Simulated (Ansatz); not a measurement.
# TaSi2 (P6_422) in Ansatz: relaxation of cell and atoms with PBEsol

Aim: the relaxation of cell and atoms of TaSi2 with PBEsol.

All numbers are computed with Ansatz 0.2.0; they aren't measurements. Logs are shortened: lines on timing, memory, paths and dates and some standing lists are left out, and cuts for length are marked.

## 1. The crystal as given

It takes space group P6_422 (No. 181, hexagonal). The conventional cell has a = 4.784 Å, b = 4.784 Å, c = 6.570 Å, α = 90.00°, β = 90.00°, γ = 120.00°. Ta (site symmetry 222) has 10 Si at 2.61 to 2.83 Å as nearest neighbours. Around Si (site symmetry 2) lie 5 Si at 2.56 to 2.83 Å and 5 Ta at 2.61 to 2.83 Å.

## 2. Relaxation of cell and atoms, PBEsol, target pressure 30 GPa, at which the enthalpy is minimised

input.yaml

```yaml
crystal:
  lattice:
    - [4.7839, 0.0, 0.0]
    - [-2.39195, 4.1429789292, 0.0]
    - [0.0, 0.0, 6.57]
  atoms:
    - { symbol: Ta, position: [0.0, 0.5, 0.3333333333] }
    - { symbol: Ta, position: [0.5, 0.5, 0.6666666667] }
    - { symbol: Ta, position: [0.5, 0.0, 0.0] }
    - { symbol: Si, position: [0.31794, 0.15897, 0.3333333333] }
    - { symbol: Si, position: [0.15897, 0.84103, 0.6666666667] }
    - { symbol: Si, position: [0.84103, 0.68206, 0.0] }
    - { symbol: Si, position: [0.68206, 0.84103, 0.3333333333] }
    - { symbol: Si, position: [0.84103, 0.15897, 0.6666666667] }
    - { symbol: Si, position: [0.15897, 0.31794, 0.0] }
hamiltonian:
  xc: pbesol
  pseudopotentials: { kind: paw }
kpoints:
  mp_grid: { grid: [5, 5, 3] }
scf:
  occupations: { method: fermi_dirac, width: 0.05 }
output:
  forces: true
  stress: true
  eigenvalues: true
relax:
  f_tol: 0.01
  max_steps: 40
  cell: { stress_tol: 0.05, p_target: 30.0 }
```

Potentials or basis: Ansatz PAW.

Command:

```bash
$ ansatz run input.yaml --threads 4 --pin off --max-ram 11264MiB --backend cpu --events-out ev --progress --plain --runs-dir out
```

Log:

```text
Warning: RAYON_NUM_THREADS=4 ignored (pool sized by the plan → 4); use --threads N
Engine: ansatz 0.2.0, aarch64-unknown-linux-gnu
Pseudopotentials: kind: paw
Pseudopotential: Ta, paw, valence charge 13, recommended cutoff 420 eV (normal), Ta.paw.azcp
Pseudopotential: Si, paw, valence charge 4, recommended cutoff 420 eV (normal), Si.paw.azcp
Functional definition: PBEsol
  exchange = pbesol_x
  correlation = pbesol_c
Crystal: 9 atoms, lattice volume = 130.215 Å³
Basis set: ecut = 420 eV, 2523 PW (Γ), exchange–correlation on 64×64×90 points (8 copies of the dense FFT grid, shifted against one another)
Bands: 41, of which v1, the nominal top of the filled ones, is band 32 counted from 1 (31 counted from 0)
Symmetry: 12 space group operations
Space group: P6422 (ITA 181), of the structure as read, at distance tolerance 5.1e-5 Å
k-points: 10 of 75
Non-local potential: Ta, projectors of the file, l = 0: 3, l = 1: 2, l = 2: 2, l = 3: 1
Non-local potential: Si, projectors of the file, l = 0: 2, l = 1: 2, l = 2: 2
PAW form: soft (Blöchl's): semilocal exchange-correlation on the pseudo side does not see the compensation charge
PAW frozen core: Ta, regenerated for the run's functional, and the local potential with it (the file was generated under x = pbe(κ = 0.804, μ = 0.2195149727645171), c = pbe(β = 0.06672455060314922))
PAW frozen core: Si, regenerated for the run's functional, and the local potential with it (the file was generated under x = pbe(κ = 0.804, μ = 0.2195149727645171), c = pbe(β = 0.06672455060314922))
PAW one-centre angular grid: Ta, 590 points (default); XC on 64 Gauss nodes
PAW one-centre angular grid: Si, 110 points (default); XC on 64 Gauss nodes
Initial density: superposition of atomic densities (neutral atoms: chi_scale 0, normalization atom), corrected by the library's trained network
Initial wavefunctions: pseudopotential atomic-orbital guess
Functional: x = pbesol(κ = 0.804, μ = 0.12345679012345678), c = pbesol(β = 0.046)
SCF iter   1: F=—  HF=-33153.665184 eV  |F-HF|=—  |Δ(HF+E_count)|=         —  Δρ=5.50e-3  dr2=5.80e-2  ethr=1.77e-3  ⟨swp⟩=6.7  Hψ=1911  notcnv=0  defer=6
preconditioner: auto → Resta (q_TF=auto, 2.417 Å⁻¹)  ε∞=8.7  [insulator: Δε(μ)=0.118 eV  Ē_g=7.328 eV  σ=0.050 eV  W_gap=0.51  n_scr=22 (ndim 8)  ℏωp=20.3 eV  f_vac=0.000  D(μ)=3.30/eV (n_scr^D=22)  ε∞_Penn≈8.7]
SCF iter   2: F=—  HF=-33153.656285 eV  |F-HF|=—  |Δ(HF+E_count)|=   8.90e-3  Δρ=2.74e-3  dr2=1.04e-2  ethr=9.21e-5  ⟨swp⟩=1.8  Hψ=527  notcnv=0  defer=11
preconditioner: auto → Kerker (q_TF=auto, 2.417 Å⁻¹)  [metal: Δε(μ)=0.111 eV  Ē_g=7.341 eV  σ=0.050 eV  W_gap=0.48  n_scr=22 (ndim 8)  ℏωp=20.3 eV  f_vac=0.000  D(μ)=3.39/eV (n_scr^D=22)]
SCF iter   3: F=—  HF=-33153.654736 eV  |F-HF|=—  |Δ(HF+E_count)|=   1.55e-3  Δρ=5.13e-4  dr2=2.43e-4  ethr=1.65e-5  ⟨swp⟩=2.0  Hψ=514  notcnv=0  defer=11
SCF iter   4: F=—  HF=-33153.654722 eV  |F-HF|=—  |Δ(HF+E_count)|=   1.41e-5  Δρ=7.21e-5  dr2=8.28e-6  ethr=3.85e-7  ⟨swp⟩=2.2  Hψ=569  notcnv=0  defer=11
SCF iter   5: F=—  HF=-33153.654800 eV  |F-HF|=—  |Δ(HF+E_count)|=   7.79e-5  Δρ=8.86e-6  dr2=1.27e-7  ethr=1.31e-8  ⟨swp⟩=2.0  Hψ=560  notcnv=0  defer=11
SCF iter   6: F=-33153.654800 eV  HF=-33153.654800 eV  |F-HF|=2.15e-9  |Δ(HF+E_count)|=   2.76e-8  Δρ=1.63e-6  dr2=4.15e-9  ethr=1.59e-10  ⟨swp⟩=10.4  Hψ=1751  notcnv=0
SCF 1 converged in 6 iterations: F = -33153.654800 eV  dr2 = 4.15e-9
relax step   1: F+E_penalty+E_count = -33153.65479984 eV  Δ(F+E_penalty+E_count) = +0.000e0 eV  max|allowed force component| = 1.458e-2 eV/Å  Δτ_max = 0.0000 Å  P = -2.176 GPa  Ω = 130.215 Å³  (6 SCF iters, dr2 threshold 1.00e-7 eV, accepted)
Crystal: 9 atoms, lattice volume = 112.914 Å³
Basis set: ecut = 420 eV, 2211 PW (Γ), exchange–correlation on 64×64×90 points (8 copies of the dense FFT grid, shifted against one another)
Initial density: handed on by an earlier stage of this run
Initial wavefunctions: those handed on with the density
iter 1 solved again at ethr=2.12e-4 eV; its pass at ethr=3.10e-3 eV (dr2=1.34e-1 eV) is discarded
SCF iter   1: F=—  HF=-33152.200507 eV  |F-HF|=—  |Δ(HF+E_count)|=         —  Δρ=7.93e-3  dr2=1.32e-1  ethr=2.12e-4  ⟨swp⟩=2.3  Hψ=2347  notcnv=0
preconditioner: auto → Kerker (q_TF=auto, 2.475 Å⁻¹)  [metal: Δε(μ)=0.112 eV  Ē_g=8.128 eV  σ=0.050 eV  W_gap=0.45  n_scr=22 (ndim 8)  ℏωp=21.8 eV  f_vac=0.000  D(μ)=4.86/eV (n_scr^D=40)]
SCF iter   2: F=—  HF=-33152.174055 eV  |F-HF|=—  |Δ(HF+E_count)|=   2.65e-2  Δρ=3.98e-3  dr2=2.93e-2  ethr=2.10e-4  ⟨swp⟩=3.1  Hψ=643  notcnv=0
SCF iter   3: F=—  HF=-33152.164618 eV  |F-HF|=—  |Δ(HF+E_count)|=   9.44e-3  Δρ=7.59e-4  dr2=5.65e-4  ethr=4.65e-5  ⟨swp⟩=2.1  Hψ=664  notcnv=0
SCF iter   4: F=—  HF=-33152.164436 eV  |F-HF|=—  |Δ(HF+E_count)|=   1.82e-4  Δρ=1.15e-4  dr2=1.51e-5  ethr=8.97e-7  ⟨swp⟩=2.3  Hψ=601  notcnv=0
SCF iter   5: F=-33152.164431 eV  HF=-33152.164431 eV  |F-HF|=7.82e-8  |Δ(HF+E_count)|=   4.46e-6  Δρ=1.19e-5  dr2=1.85e-7  ethr=1.43e-9  ⟨swp⟩=8.6  Hψ=2014  notcnv=0
SCF 2 converged in 5 iterations: F = -33152.164431 eV  dr2 = 1.85e-7
relax step   2: F+E_penalty+E_count = -33152.16443132 eV  Δ(F+E_penalty+E_count) = +1.490e0 eV  max|allowed force component| = 2.066e-1 eV/Å  Δτ_max = 0.0163 Å  P = +34.016 GPa  Ω = 112.914 Å³  energy of the carried Pulay correction = +5.456e-3 eV  (5 SCF iters, dr2 threshold 9.00e-7 eV, accepted)
Crystal: 9 atoms, lattice volume = 114.548 Å³
[... 19 lines left out ...]
iter 1 solved again at ethr=3.27e-9 eV; its pass at ethr=3.10e-3 eV (dr2=2.06e-6 eV) is discarded
SCF iter   1: F=—  HF=-33152.444874 eV  |F-HF|=—  |Δ(HF+E_count)|=         —  Δρ=3.86e-5  dr2=2.31e-6  ethr=3.27e-9  ⟨swp⟩=2.1  Hψ=1739  notcnv=0
preconditioner: auto → Kerker (q_TF=auto, 2.471 Å⁻¹)  [metal: Δε(μ)=0.105 eV  Ē_g=8.083 eV  σ=0.050 eV  W_gap=0.40  n_scr=22 (ndim 8)  ℏωp=21.7 eV  f_vac=0.000  D(μ)=4.66/eV (n_scr^D=34)]
SCF iter   2: F=—  HF=-33152.444873 eV  |F-HF|=—  |Δ(HF+E_count)|=   6.68e-7  Δρ=2.28e-5  dr2=8.21e-7  ethr=3.27e-9  ⟨swp⟩=1.0  Hψ=410  notcnv=0
SCF iter   3: F=-33152.444873 eV  HF=-33152.444873 eV  |F-HF|=3.51e-9  |Δ(HF+E_count)|=   2.96e-7  Δρ=1.99e-6  dr2=5.41e-9  ethr=1.80e-11  ⟨swp⟩=4.3  Hψ=1800  notcnv=0
SCF 5 converged in 3 iterations: F = -33152.444873 eV  dr2 = 5.41e-9
relax step   5: F+E_penalty+E_count = -33152.44487272 eV  Δ(F+E_penalty+E_count) = +3.264e-3 eV  max|allowed force component| = 1.812e-4 eV/Å  Δτ_max = 0.0002 Å  P = +30.002 GPa  Ω = 114.276 Å³  energy of the carried Pulay correction = +4.998e-3 eV  (3 SCF iters, dr2 threshold 1.14e-8 eV, accepted)
Initial wavefunctions: pseudopotential atomic-orbital guess (no wavefunctions were taken with the density)
iter 1 solved again at ethr=2.01e-7 eV; its pass at ethr=3.10e-3 eV (dr2=1.27e-4 eV) is discarded
SCF iter   1: F=—  HF=-33152.442293 eV  |F-HF|=—  |Δ(HF+E_count)|=         —  Δρ=1.15e-4  dr2=1.52e-6  ethr=2.01e-7  ⟨swp⟩=3.0  Hψ=2982  notcnv=0
SCF iter   2: F=—  HF=-33152.442290 eV  |F-HF|=—  |Δ(HF+E_count)|=   3.15e-6  Δρ=6.04e-5  dr2=4.18e-7  ethr=2.41e-9  ⟨swp⟩=2.3  Hψ=631  notcnv=0
SCF iter   3: F=—  HF=-33152.442291 eV  |F-HF|=—  |Δ(HF+E_count)|=   4.80e-7  Δρ=1.90e-6  dr2=3.22e-9  ethr=6.64e-10  ⟨swp⟩=2.2  Hψ=679  notcnv=0
SCF iter   4: F=—  HF=-33152.442291 eV  |F-HF|=—  |Δ(HF+E_count)|=  7.06e-10  Δρ=4.76e-7  dr2=1.03e-10  ethr=5.11e-12  ⟨swp⟩=2.0  Hψ=591  notcnv=0
SCF iter   5: F=-33152.442291 eV  HF=-33152.442291 eV  |F-HF|=1.46e-11  |Δ(HF+E_count)|=  7.28e-12  Δρ=8.03e-8  dr2=8.66e-12  ethr=1.00e-12  ⟨swp⟩=5.3  Hψ=1445  notcnv=0
SCF 6 converged in 5 iterations: F = -33152.442291 eV  dr2 = 8.66e-12
relax step   6: F+E_penalty+E_count = -33152.44229076 eV  Δ(F+E_penalty+E_count) = +2.582e-3 eV  max|allowed force component| = 1.442e-4 eV/Å  Δτ_max = 0.0000 Å  P = +29.959 GPa  Ω = 114.276 Å³  stress off target by 4.38e-2 GPa  SCF on the basis re-selected at this cell (its energy is not comparable with the rows above)  (5 SCF iters)
basis re-selected at this cell: Δ(F+E_penalty+E_count) = +2.582e-3 eV, ΔP = -0.043 GPa vs the last step (what re-selecting the basis moved, of the pressure what is left beyond the Pulay correction that the steps carried, after the strain that the cell walked since its last selection, with what the two solves' SCF thresholds leave and, on support functions, any second-order correction that the steps lacked; it is no measure of the basis error at this ecutwfc). This SCF's stress stands 4.38e-2 GPa from its target on what of the cell is left free (relax.cell.stress_tol is 5.00e-2 GPa) and its largest allowed force component is 1.44e-4 eV/Å (relax.f_tol is 1.00e-2 eV/Å): within both
SCF converged after 5 iterations
Free energy (F): -33152.442291 eV
Harris-Foulkes:  -33152.442291 eV  (|F-HF|=1.46e-11)
Internal energy: -33152.406362 eV  (E = F + TS)
E sigma→0 (E₀):  -33152.424326 eV
Entropy (-TS):   -0.035929 eV (-3.992 meV/atom)
Fermi energy:    17.379589 eV
--- Per-component energies (eV) ---
  E_band       = -118.785307
  E_kinetic    = 1399.875874
  E_local      = -2121.352174  (includes V_loc(G=0)·N_el)
  E_nonlocal   = 214.791578
  E_hartree    = 841.920167
  E_xc         = -1005.999582
  E_vxc        = -927.403528  (∫ρ·V_xc dr)
  E_paw        = -27817.214445  (= ΣΔE_a)
  E_vpaw       = -368.537957  (= ΣTr[D̂ρ^β])
  E_aug_tail   = 0.000446  (compensation charges beyond the density's cutoff)
  E_ewald      = -4665.258531
  E_core_change = 0.830303  (= ΣΔE_core)
  E_smearing   = -0.035929  (= −TS)
  E_closure    = 0.000000  (closes the sum)
  Σ components = -33152.442291   (vs F -33152.442291, Δ=0.00e0)
--- Forces (eV/Å), atoms counted from 1 ---
  atom   1  Ta     0.00000000    -0.00000000     0.00000000
  atom   2  Ta    -0.00000000     0.00000000    -0.00000000
  atom   3  Ta     0.00000000     0.00000000    -0.00000000
  atom   4  Si     0.00012490     0.00007211     0.00000000
  atom   5  Si     0.00012490    -0.00007211    -0.00000000
  atom   6  Si    -0.00000000    -0.00014422     0.00000000
  atom   7  Si    -0.00012490    -0.00007211     0.00000000
  atom   8  Si    -0.00012490     0.00007211    -0.00000000
  atom   9  Si     0.00000000     0.00014422    -0.00000000
  max |Σ_I F_I| component: 9.23e-17 eV/Å
--- Stress (GPa, compression-positive) ---
       29.956226      -0.000000       0.000000
       -0.000000      29.956226      -0.000000
        0.000000      -0.000000      29.964500
  P = ⅓ Tr σ = 29.9590 GPa (299.590 kbar)
--- Band table (eV; the first three rows and the last of 10) ---
  k-point 0: bands = ["-49.6944", "-49.6654", "-49.6654", "-16.5917", "-16.5917", "-16.5559", "-16.4814", "-16.4814", "-16.3281", "-16.3236", "-16.2894", "-16.2894", "3.0911", "6.6706", "6.6706", "10.0920", "10.9315", "10.9315", "11.5930", "11.5930", "12.4991", "13.0486", "13.0486", "13.5520", "14.5534", "14.5534", "14.8563", "14.8563", "14.9778", "14.9778", "15.0517", "16.0282", "18.0643", "20.7477", "20.7477", "21.5167", "21.6247", "21.8115", "21.9831", "21.9831", "22.2324"]
  k-point 1: bands = ["-49.6898", "-49.6783", "-49.6570", "-16.6595", "-16.5289", "-16.4979", "-16.4811", "-16.4788", "-16.3696", "-16.3423", "-16.3384", "-16.2369", "3.5708", "4.8895", "8.3555", "10.4775", "10.8762", "10.9077", "11.0901", "12.1137", "12.2988", "12.3330", "12.5239", "12.5349", "14.3607", "14.6910", "14.7543", "14.7638", "15.4561", "15.5198", "15.9004", "16.9830", "19.2200", "20.0170", "20.7978", "21.0258", "21.1756", "21.4898", "21.5708", "22.1602", "22.2342"]
  k-point 2: bands = ["-49.6919", "-49.6678", "-49.6654", "-16.6348", "-16.6022", "-16.5204", "-16.4873", "-16.4763", "-16.3351", "-16.3290", "-16.3024", "-16.2638", "3.5390", "6.9201", "7.0104", "8.7115", "9.8322", "10.7400", "11.2826", "12.4221", "13.0598", "13.2070", "13.3988", "13.7161", "14.2681", "14.4726", "14.9769", "14.9807", "15.1562", "15.2559", "15.5742", "15.7203", "17.9897", "19.9542", "20.2569", "20.8292", "20.8863", "21.2431", "21.2877", "21.8879", "21.9469"]
  k-point 9: bands = ["-49.6840", "-49.6741", "-49.6667", "-16.6493", "-16.6359", "-16.5767", "-16.4740", "-16.4162", "-16.3765", "-16.3300", "-16.2715", "-16.2598", "5.8298", "6.6654", "6.7793", "7.6213", "8.6965", "9.7737", "10.6811", "11.4803", "12.5914", "13.4389", "13.8925", "14.1742", "14.4595", "14.8401", "14.8849", "14.9804", "15.7015", "16.5373", "17.0956", "17.4235", "18.6388", "19.5992", "19.6329", "20.2092", "20.4430", "20.5898", "20.8708", "21.2176", "21.5054"]
--- Relaxed structure (5 steps of the walk, 5 accepted, 1 SCFs on fresh bases) ---
  F+E_penalty+E_count = -33152.44229076 eV   max|allowed force component| = 1.442e-4 eV/Å   (the final SCF, on the basis selected at the relaxed cell)
  cell:  # Å, volume = 114.2764 Å³
    - [4.558779837907257, 0.0, 7.138580297415424e-18]
    - [-2.2793899189536284, 3.9480191498879904, -1.799921253859157e-17]
    - [9.803815412909483e-18, -2.2883193885866835e-17, 6.3493407170876495]
  atoms:
    - { symbol: Ta, position: [2.491750613236099e-19, 0.5, 0.3333333333333333] }
    - { symbol: Ta, position: [0.5, 0.5, 0.6666666666666666] }
    - { symbol: Ta, position: [0.5, -4.6523783051042466e-20, 0.0] }
    - { symbol: Si, position: [0.3195348078231896, 0.1597674039115948, 0.3333333333333333] }
    - { symbol: Si, position: [0.15976740391159477, 0.8402325960884053, 0.6666666666666666] }
    - { symbol: Si, position: [0.8402325960884053, 0.6804651921768106, -7.443456987334281e-20] }
    - { symbol: Si, position: [0.6804651921768105, 0.8402325960884053, 0.3333333333333333] }
    - { symbol: Si, position: [0.8402325960884053, 0.1597674039115948, 0.6666666666666666] }
    - { symbol: Si, position: [0.1597674039115948, 0.3195348078231896, 7.443456987334252e-20] }
```

It took 11 s on 4 threads of Arm Neoverse V1, shared host; peak memory 0.43 GiB.

Results:

```yaml
Free_energy: -33152.4423 eV
Relaxed_volume: 12.70 Å³/atom
Relaxed_cell: a = 4.559 Å, b = 4.559 Å, c = 6.349 Å, α = 90.00°, β = 90.00°, γ = 120.00°
Space_group_after_relaxing_to_0.05_Å: P6_422 (No. 181)
Energy_change_on_relaxing_the_enthalpy_is_what_falls: +134.7 meV/atom
Ionic_steps: 6
Pressure_after_relaxing: 30.0 GPa
Band_gap_on_the_k_mesh: none (metal or under the smearing width)
```

The path:
```csv
step,energy change (eV),largest force (eV/Å),volume (Å³)
1,0.0000,0.0146,130.21
2,1.4904,0.2066,112.91
3,1.1600,0.0292,114.55
4,1.2067,0.0047,114.29
5,1.2099,0.0002,114.28
6,1.2125,0.0001,114.28
```

Final structure:
```cif
data_structure
_symmetry_space_group_name_H-M 'P 1'
_symmetry_Int_Tables_number 1
_cell_length_a 4.5588
_cell_length_b 4.5588
_cell_length_c 6.3493
_cell_angle_alpha 90.000
_cell_angle_beta 90.000
_cell_angle_gamma 120.000
_cell_volume 114.28
loop_
_atom_site_label
_atom_site_type_symbol
_atom_site_fract_x
_atom_site_fract_y
_atom_site_fract_z
_atom_site_occupancy
Ta1 Ta 0.00000 0.50000 0.33333 1
Ta2 Ta 0.50000 0.50000 0.66667 1
Ta3 Ta 0.50000 0.00000 0.00000 1
Si1 Si 0.31953 0.15977 0.33333 1
Si2 Si 0.15977 0.84023 0.66667 1
Si3 Si 0.84023 0.68047 0.00000 1
Si4 Si 0.68047 0.84023 0.33333 1
Si5 Si 0.84023 0.15977 0.66667 1
Si6 Si 0.15977 0.31953 0.00000 1
```

Levels at points of the mesh, in eV from the Fermi level:
```
           k point  band 30  band 31  band 32  band 33  band 34  band 35
(0.00, 0.00, 0.00)    -2.40    -2.33    -1.35     0.68     3.37     3.37
```

Caveat: the plane-wave basis is chosen anew once the cell has moved, so the energies of steps on either side of that aren't comparable; the PAW data sets come from PBE, with cores solved anew for the run's functional, which leaves a small shift of forces and pressure.
